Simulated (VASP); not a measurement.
# Al27O in VASP: notebook, part 2 of 3

VASP 6.6.1.

## (3) Single point, PBEsol

INCAR reads:

```
SYSTEM = Al27O
PREC = Accurate ; ENCUT = 520
EDIFF = 1E-7 ; ISMEAR = -1
SIGMA = 0.15 ; LREAL = Auto
LASPH = .True. ; NELM = 60
ALGO = Fast ; ISIF = 2
LWAVE = .False. ; LCHARG = .True.
GGA = PS ; LELF = .True.
LVHAR = .True. ; NBANDS = 64
```

KPOINTS reads:

```
regular mesh
0
Gamma
  2 2 1
  0 0 0
```

POSCAR reads:

```
Al27O
1.0
    8.5913470000      0.0000000000      0.0000000000
    4.2956740000      7.4403250000      0.0000000000
    0.0000000000      0.0000000000     17.6765370000
Al O
27 1
Direct
    0.1111123195      0.1111107378      0.0565721668
    0.4444477091      0.1111107378      0.0565721668
    0.7777830988      0.1111107378      0.0565721668
    0.1111138883      0.4444429511      0.0565721668
    0.4444492779      0.4444429511      0.0565721668
    0.7777730280      0.4444429511      0.0565721668
    0.1111154570      0.7777751644      0.0565721668
    0.4444508467      0.7777751644      0.0565721668
    0.7777745968      0.7777751644      0.0565721668
   -0.0944826746      0.2319387930      0.1857773386
    0.2259617417      0.2152594141      0.1979856122
    0.5611539168      0.2435780695      0.1919493620
   -0.1251271203      0.5780258255      0.1930751481
    0.2008594067      0.5713997708      0.1831863334
    0.5517579680      0.5959148290      0.1958528415
   -0.1254813467      0.9025949807      0.2055832542
    0.2228817175      0.8722602843      0.2021945814
    0.5137315603      0.9256181686      0.1980930993
   -0.0194186991     -0.0054164301      0.3385731040
    0.2996423621      0.0154966349      0.3369947405
    0.6004631386      0.0064513311      0.3349411709
   -0.0047264468      0.3577800701      0.3098797010
    0.3061432055      0.3515437834      0.3465554367
    0.6652198272      0.3231310460      0.3528179756
   -0.0013240974      0.6651053549      0.3265741474
    0.3357289724      0.6755484471      0.3301608228
    0.6870953704      0.6334803923      0.3559860169
    0.7502822096      0.0822141506      0.3716678216
```

Potentials or basis: VASP PAW PBE potentials, release 64 (Al, O).

Run with:

```sh
$ cat potpaw_PBE.64/Al/POTCAR potpaw_PBE.64/O/POTCAR > POTCAR
$ mpirun -np 1 vasp_std > vasp.out
```

OUTCAR:

```text
SYSTEM = Al27O
   PREC = Accurate
   ENCUT = 520
   EDIFF = 1E-7
   ISMEAR = -1
   LREAL = Auto
   LASPH = .True.
   NELM = 60
   ISIF = 2
   GGA = PS

 ion  position               nearest neighbor table
   1  0.111  0.111  0.057-  10 2.75   3 2.86   4 2.86   7 2.86   2 2.86   6 2.86   8 2.86  11 2.98
                            17 3.13
   2  0.444  0.111  0.057-   9 2.86   4 2.86   5 2.86   8 2.86   1 2.86   3 2.86  18 2.86  11 2.98
                            12 3.03
   3  0.778  0.111  0.057-   6 2.86   1 2.86   5 2.86   7 2.86   2 2.86   9 2.86  12 2.89  10 2.94
                            16 3.06
   4  0.111  0.444  0.057-  14 2.76   7 2.86   2 2.86   1 2.86   5 2.86   9 2.86   6 2.86  13 2.99
                            11 3.03
   5  0.444  0.444  0.057-  12 2.82   6 2.86   8 2.86   2 2.86   7 2.86   3 2.86   4 2.86  14 2.88
                            15 3.13
   6  0.778  0.444  0.057-  10 2.78   5 2.86   3 2.86   8 2.86   9 2.86   1 2.86   4 2.86  13 2.97
                            15 3.00
   7  0.111  0.778  0.057-  14 2.72   4 2.86   5 2.86   3 2.86   1 2.86   8 2.86   9 2.86  17 3.00
                            16 3.17
   8  0.444  0.778  0.057-  15 2.81   9 2.86   6 2.86   5 2.86   2 2.86   7 2.86   1 2.86  18 3.00
                            17 3.06
   9  0.778  0.778  0.057-  13 2.83   8 2.86   2 2.86   6 2.86   4 2.86   3 2.86   7 2.86  16 3.11
[... 31 lines left out ...]
  25  0.999  0.665  0.327-  22 2.67  23 2.69  19 2.76  16 2.77  13 2.84  27 2.87  26 2.94  14 2.95
                            21 3.21
  26  0.336  0.676  0.330-  17 2.70  20 2.78  15 2.88  27 2.89  19 2.91  23 2.93  25 2.94  24 2.96
                            14 3.15
  27  0.687  0.633  0.356-  22 2.65  24 2.77  25 2.87  26 2.89  21 2.93  15 3.14  13 3.22  20 3.32

  28  0.750  0.082  0.372-  19 1.83  21 1.83  24 1.85

  LATTYP: Found a hexagonal cell.
 ALAT       =     8.5913474624
 C/A-ratio  =     2.0574813296

  Lattice vectors:

 A1 = (  -4.2956740000,  -7.4403250000,   0.0000000000)
 A2 = (   8.5913470000,   0.0000000000,   0.0000000000)
 A3 = (   0.0000000000,   0.0000000000,  17.6765370000)

Analysis of symmetry for initial positions (statically):
[... 183 lines left out ...]
   AEXX    =    0.0000 exact exchange contribution
   IVDW    =     0    specifies the selected vdW correction
   LEPSILON=     F    determine dielectric tensor
   LRPA    =     F    only Hartree local field effects (RPA)
 non-spin polarized calculation
 RMM-DIIS sequential band-by-band and
  energy-cutoff  :      520.00
  volume of cell :     1129.93
 maximum number of plane-waves:     30408
 NGX is ok and might be reduce to    64
   NGX = 31   NGY = 31   NGZ = 65

 number of electron      87.0000001 magnetization

 Free energy of the ion-electron system (eV)
  ---------------------------------------------------
  ext. energy  EPLUGINS =         0.00000000
  ---------------------------------------------------
  free energy    TOTEN  =      -111.18018721 eV

  energy without entropy =     -110.33848108  energy(sigma->0) =     -110.75933415

 E-fermi :   0.8640     XC(G=0):  -5.2043

 val. band max:        0.8326477337   @ k =   0.0000   0.0000   0.0000
 cond. band min:       0.8811779853   @ k =   0.5000   0.5000   0.0000
 fundamental gap:      0.0485302516
 Fermi energy:         0.8639902449

 k-point     1 :       0.0000    0.0000    0.0000
  band No.  band energies     occupation
      1     -19.6478      2.00000
      2      -9.3166      2.00000
      3      -7.7497      2.00000
      4      -7.3073      2.00000
      5      -7.0460      2.00000
      6      -7.0202      2.00000
[... 221 lines left out ...]
     54       2.5812      0.00002
     55       2.6196      0.00002
 [bands above 55 left out]

------------------------ aborting loop because EDIFF is reached ----------------------------------------

  FORCE on cell =-STRESS in cart. coord.  units (eV):
  Direction    XX          YY          ZZ          XY          YZ          ZX
  --------------------------------------------------------------------------------------
  -------------------------------------------------------------------------------------
  Total      -13.4596399    -10.7180570     -9.5438936     -1.8065906      0.8674780      1.0232065
  in kB      -19.0850662    -15.1976448    -13.5327425     -2.5616511      1.2300385      1.4508533
  external PRESSURE =     -15.9384845 kB  Pullay stress =       0.0000000 kB

 VOLUME and BASIS-vectors are now :
 -----------------------------------------------------------------------------
  energy-cutoff  :      520.00
  volume of cell :     1129.93
      direct lattice vectors                 reciprocal lattice vectors
     8.591347000  0.000000000  0.000000000     0.116396183 -0.067201373  0.000000000
     4.295674000  7.440325000  0.000000000     0.000000000  0.134402731  0.000000000
     0.000000000  0.000000000 17.676537000     0.000000000  0.000000000  0.056572167

 POSITION                                       TOTAL-FORCE (eV/Angst)
 -----------------------------------------------------------------------------------
      1.43190      0.82670      1.00000         0.090616     -0.030562      0.309811
      4.29570      0.82670      1.00000         0.019928      0.100073      0.364028
      7.15950      0.82670      1.00000         0.003343     -0.048351      0.244943
      2.86380      3.30680      1.00000        -0.123211     -0.088304      0.156396
      5.72760      3.30680      1.00000         0.013693      0.076449      0.279936
      8.59130      3.30680      1.00000         0.019534      0.195162      0.182446
[... 20 lines left out ...]
      8.62430      4.71330      6.29260        -0.253754      0.818072     -0.655324
      6.79910      0.61170      6.56980         0.354993      0.648949      0.473819
 -----------------------------------------------------------------------------------
    total drift:                               -0.004936     -0.004111     -0.014759

  FREE ENERGIE OF THE ION-ELECTRON SYSTEM (eV)
  ---------------------------------------------------
  free  energy   TOTEN  =      -111.1801872145 eV

  energy  without entropy=     -110.3384810786  energy(sigma->0) =     -110.75933415
```

OSZICAR:

```text
N       E                     dE             d eps       ncg     rms          rms(c)
DAV:   1     0.303105491580E+03    0.30311E+03   -0.26834E+04   512   0.980E+02
DAV:   2    -0.731896913562E+02   -0.37630E+03   -0.35662E+03   640   0.168E+02
DAV:   3    -0.115588450351E+03   -0.42399E+02   -0.41145E+02   736   0.507E+01
[... 15 lines left out ...]
RMM:  19    -0.111180169776E+03   -0.39953E-04   -0.12699E-05   739   0.920E-03    0.435E-03
RMM:  20    -0.111180184515E+03   -0.14739E-04   -0.26170E-06   660   0.443E-03    0.249E-03
RMM:  21    -0.111180187031E+03   -0.25160E-05   -0.84252E-07   576   0.256E-03    0.891E-04
RMM:  22    -0.111180187211E+03   -0.17997E-06   -0.18626E-07   480   0.140E-03    0.781E-04
RMM:  23    -0.111180187214E+03   -0.30418E-08   -0.90114E-08   452   0.962E-04
   1 F= -.11118019E+03 E0= -.11075933E+03  d E =-.841706E+00
```

stdout:

```text
POSCAR found type information on POSCAR AlO
 POSCAR found :  2 types and      28 ions
 scaLAPACK will be used
 -----------------------------------------------------------------------------
|                                                                             |
|                                                                             |
|     You enforced a specific xc type in the INCAR file but a different       |
|     I HOPE YOU KNOW WHAT YOU ARE DOING!                                     |
|                                                                             |
 -----------------------------------------------------------------------------

 LDA part: xc-table for (Slater+PW92), standard interpolation
 POSCAR, INCAR and KPOINTS ok, starting setup
 FFT: planning ... GRIDC
 FFT: planning ... GRID_SOFT
 FFT: planning ... GRID
 WAVECAR not read
 entering main loop
```

Run time: 13 min. Hardware: 1 thread of AMD EPYC 7R43 (Zen 3), shared host; peak memory 1.1 GiB.

What came out:

```yaml
Free_energy: -111.1802 eV
Largest_force: 1.508 eV/Å
Band_gap_on_the_k_mesh: none (metal or under the smearing width)
```

Forces on the atoms (eV/Å):
```
Al   0.091 -0.031  0.310
Al   0.020  0.100  0.364
Al   0.003 -0.048  0.245
Al  -0.123 -0.088  0.156
Al   0.014  0.076  0.280
Al   0.020  0.195  0.182
Al  -0.036  0.114  0.198
Al  -0.054  0.015  0.177
Al   0.063  0.085  0.406
Al  -0.754 -0.269  0.160
Al   0.004  0.931 -0.505
Al  -0.186  0.229  0.168
Al  -0.122  0.254 -0.331
Al   0.311 -0.584  0.561
Al  -0.120 -1.038  0.222
Al  -0.140  0.054 -0.843
Al  -0.389  0.865 -0.453
Al   1.125 -0.977 -0.233
Al   0.766 -0.509 -0.408
Al  -0.630  0.009 -0.126
Al   0.710 -0.448 -0.121
Al  -0.464 -0.891  1.021
Al   0.252  0.073 -0.648
Al  -0.447  0.717 -0.756
Al   0.071  0.095  0.015
Al  -0.085 -0.397  0.138
Al  -0.254  0.818 -0.655
O    0.355  0.649  0.474
```

Levels at points of the mesh, in eV from the Fermi level:
```tsv
k point	band 39	band 40	band 41	band 42	band 43	band 44	band 45	band 46	band 47	band 48
(0.00, 0.00, 0.00)	-0.67	-0.61	-0.50	-0.46	-0.30	-0.03	0.02	0.22	0.25	0.34
(0.50, 0.00, 0.00)	-1.15	-0.94	-0.43	-0.30	-0.25	0.06	0.32	0.43	0.63	0.78
(0.50, 0.50, 0.00)	-1.16	-0.80	-0.46	-0.36	-0.17	0.02	0.31	0.50	0.67	0.92
(0.00, 0.50, 0.00)	-1.18	-0.93	-0.38	-0.29	-0.21	0.06	0.28	0.49	0.60	0.82
```

Caveat: the k mesh is coarse (spacing up to 0.42 Å⁻¹), so the values aren't converged; the PAW data sets were made with another functional, which shifts forces and pressure a little; an odd number of electrons without spin polarisation forces a metal; a magnetic or distorted state may lie lower.

## (4) Single point, PBEsol

INCAR reads:

```
SYSTEM = Al27O
PREC = Accurate ; ENCUT = 520
EDIFF = 1E-6 ; ISMEAR = -1
SIGMA = 0.15 ; LREAL = Auto
LASPH = .True. ; NELM = 80
ALGO = Fast ; ISIF = 2
LWAVE = .False. ; LCHARG = .False.
GGA = PS ; NBANDS = 64
```

KPOINTS is that of step 3.

POSCAR reads:

```
Al27O
1.0
    8.5913470000      0.0000000000      0.0000000000
    4.2956740000      7.4403250000      0.0000000000
    0.0000000000      0.0000000000     17.6765370000
Al O
27 1
Direct
    0.1111123195      0.1111107378      0.0565721668
    0.4444477091      0.1111107378      0.0565721668
    0.7777830988      0.1111107378      0.0565721668
    0.1111138883      0.4444429511      0.0565721668
    0.4444492779      0.4444429511      0.0565721668
    0.7777730280      0.4444429511      0.0565721668
    0.1111154570      0.7777751644      0.0565721668
    0.4444508467      0.7777751644      0.0565721668
    0.7777745968      0.7777751644      0.0565721668
   -0.1426702120      0.2318447111      0.1997619783
    0.2404256498      0.2264417213      0.1943763080
    0.5208771288      0.2657007590      0.1832598772
   -0.1236760309      0.5473282417      0.1790961657
    0.2283630680      0.5637656957      0.2029413340
    0.5500949974      0.5713056889      0.1884645166
   -0.1213614390      0.9039927691      0.1713457789
    0.1903927832      0.9353758068      0.1820662045
    0.5765275852      0.8788728987      0.2208803681
   -0.0456410719     -0.0462748603      0.3163119564
    0.3190191890     -0.0244209762      0.3722561721
    0.5797155644      0.0656154133      0.3549733752
   -0.0029104862      0.2653378717      0.3268683227
    0.3050278169      0.4065951420      0.3353484905
    0.6336639294      0.3521620359      0.3123292758
   -0.0175502046      0.6470416279      0.3232250751
    0.3575434083      0.6803869455      0.3262573433
    0.6957451521      0.6159945970      0.3271738124
    0.7324410300      0.1605440623      0.3711077571
```

Run with:

```sh
$ cat potpaw_PBE.64/Al/POTCAR potpaw_PBE.64/O/POTCAR > POTCAR
$ mpirun -np 1 vasp_std > vasp.out
```

Wall time 14 min (1 thread of AMD EPYC 7R43 (Zen 3), shared host); peak memory 1.1 GiB.

It converged, with:

```
Free energy            : -109.8712 eV
Largest force          : 2.220 eV/Å
Band gap on the k mesh : none (metal or under the smearing width)
```

Forces in eV/Å, atoms in the order of the input:
```
Al   0.089  0.393 -0.297
Al  -0.125 -0.115  0.300
Al   0.074  0.517 -0.481
Al  -0.027 -0.026  0.081
Al   0.000  0.476 -0.232
Al  -0.183 -0.158 -0.156
Al   0.203 -0.284 -0.118
Al   0.053  0.102  0.201
Al  -0.276 -0.073 -0.201
Al   0.446 -0.148 -1.082
Al  -0.828 -0.091  0.212
Al   0.453 -1.311  0.274
Al   0.819  0.048  0.836
Al  -0.630  1.289 -0.761
Al  -0.178  0.599 -0.290
Al  -0.281 -0.538  1.198
Al   0.429 -1.061  0.967
Al  -0.207  0.600 -0.300
Al   0.531  1.243  0.511
Al   0.241  0.601 -0.461
Al   0.069 -0.029 -0.297
Al   0.866  0.397 -0.021
Al  -0.583 -0.961  0.113
Al   0.088  0.295  0.474
Al  -0.557  0.024 -0.120
Al  -0.555  0.236 -0.356
Al   0.356  0.174  0.086
O   -0.288 -2.200 -0.080
```

Levels at points of the mesh, in eV from the Fermi level:
| k point | band 41 | band 42 | band 43 | band 44 | band 45 | band 46 |
| --- | --- | --- | --- | --- | --- | --- |
| (0.00, 0.00, 0.00) | -0.58 | -0.31 | -0.20 | -0.06 | 0.17 | 0.18 |
| (0.50, 0.00, 0.00) | -0.55 | -0.35 | -0.12 | 0.11 | 0.21 | 0.45 |
| (0.50, 0.50, 0.00) | -0.50 | -0.20 | -0.12 | 0.02 | 0.17 | 0.54 |
| (0.00, 0.50, 0.00) | -0.64 | -0.39 | -0.21 | -0.10 | 0.34 | 0.50 |

Caveat: the k mesh is coarse (spacing up to 0.42 Å⁻¹), so the values aren't converged; the PAW data sets were made with another functional, which shifts forces and pressure a little; an odd number of electrons without spin polarisation forces a metal; a magnetic or distorted state may lie lower.

(Continued in part 3 of 3.)
